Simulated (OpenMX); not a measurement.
# Pd in OpenMX: convergence with VNA

Crystal: Pd.

```
Pd
1.0
     2.78367    0.00000    0.00000
    -1.39183    2.41072    0.00000
     0.00000    0.00000    4.62889
Pd
2
Cartesian
  0.0473 1.4658 1.1244
  1.2993 0.6277 3.3713
```

This isn't the form of Pd at room conditions, which is fcc.

The cell isn't the ideal one: atoms moved at random, drawn with an rms of 0.15 Å.

- Program: OpenMX 3.8.5
- Task: convergence study
- Functional: LDA
- Potentials or basis: OpenMX 2013 LDA set, Pd7.0-s3p2d1, grid cutoff 400 Ry
- k mesh: 9 × 9 × 5
- Occupations: fermi-dirac, width 0.05 eV
- Spin: no spin polarisation

These are the settings of the first run; the series varies VNA, with any setting tied to it.

Hardware: 1 thread of Intel(R) Xeon(R) Platinum 8259CL CPU @ 2.50GHz (Skylake/Cascade Lake), with other jobs on the host.

```
 VNA  energy less the tightest run, at zero smearing (meV/atom)  pressure (GPa)  largest force (eV/Å)  SCF cycles  CPU time (s)  peak memory (GiB)
 1 3                                                      69.59          -11.55                 0.596          17           110               0.49
 2 4                                                      37.40          -12.00                 0.588          17           120               0.49
 3 6                                                      -0.14          -13.32                 0.586          17           130               0.51
 4 8                                                     -10.59          -13.93                 0.570          17           170               0.53
5 10                                                      -4.23          -13.69                 0.563          17           190               0.54
6 12                                                       0.12          -13.66                 0.560          17           240               0.59
6 16                                                       0.00          -13.66                 0.560          17           250               0.65
```

Against the tightest run, the energy stays within 1 meV/atom from 6 12 on; the pressure stays within 0.1 GPa from 5 10 on; the largest force stays within 0.005 eV/Å from 5 10 on. The tightest run that finished is the yardstick and may itself not be fully converged.

Caveat, for the tightest run too: the basis of atomic orbitals isn't converged, which shifts pressures, moduli and gaps.
